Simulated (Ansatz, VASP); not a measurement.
CO2 (e600): VASP beside Ansatz

```xyz
12
Lattice="5.7221 0.0000 0.0000 0.0000 5.7221 0.0000 0.0000 0.0000 5.7221" Properties=species:S:1:pos:R:3 pbc="T T T"
C     0.0000    0.0000    0.0000
C     2.8611    0.0000    2.8611
C     2.8611    2.8611    0.0000
C     0.0000    2.8611    2.8611
O     0.6748    0.6748    0.6748
O     2.1862    5.0473    3.5359
O     3.5359    2.1862    5.0473
O     5.0473    3.5359    2.1862
O     5.0473    5.0473    5.0473
O     3.5359    0.6748    2.1862
O     2.1862    3.5359    0.6748
O     0.6748    2.1862    3.5359
```

Alike in both runs: functional PBE; dispersion D3(BJ); k mesh 4 × 4 × 4; occupations gaussian, width 0.02 eV; no spin polarisation.

Ansatz relaxed the structure, and its values are those at the end. VASP's run is a single point on that final structure, the one shown.

|  | VASP | Ansatz |
| --- | --- | --- |
| version | VASP 6.6.1 | Ansatz 0.2.0 |
| potentials or method | VASP PAW PBE potentials, release 64 (C, O) | scalar-relativistic, plane waves, PAW |
| plane-wave cutoff (eV) | 520 | 600 |
| valence electrons in the cell | 64 | 64 |

|  | VASP | Ansatz | Ansatz less VASP |
| --- | --- | --- | --- |
| gap on the k mesh at the Fermi level (eV) | 6.72 | 6.74 | +0.021 |
| least direct gap on the mesh (eV) | 6.72 | 6.74 | +0.021 |
| pressure (GPa) | 1.5 | 0.0 | -1.45 |
| rms of the force components (eV/Å) | 0.305 | 0.001 | -0.3039 |

One of these differences is far larger than is usual between the two programs; its cause wasn't traced.

Caveats: the standard files for N, O and F lose accuracy on very short bonds. A k mesh can miss the band edges. Expect the measured gap to be larger: semilocal functionals such as PBE lack the derivative discontinuity.
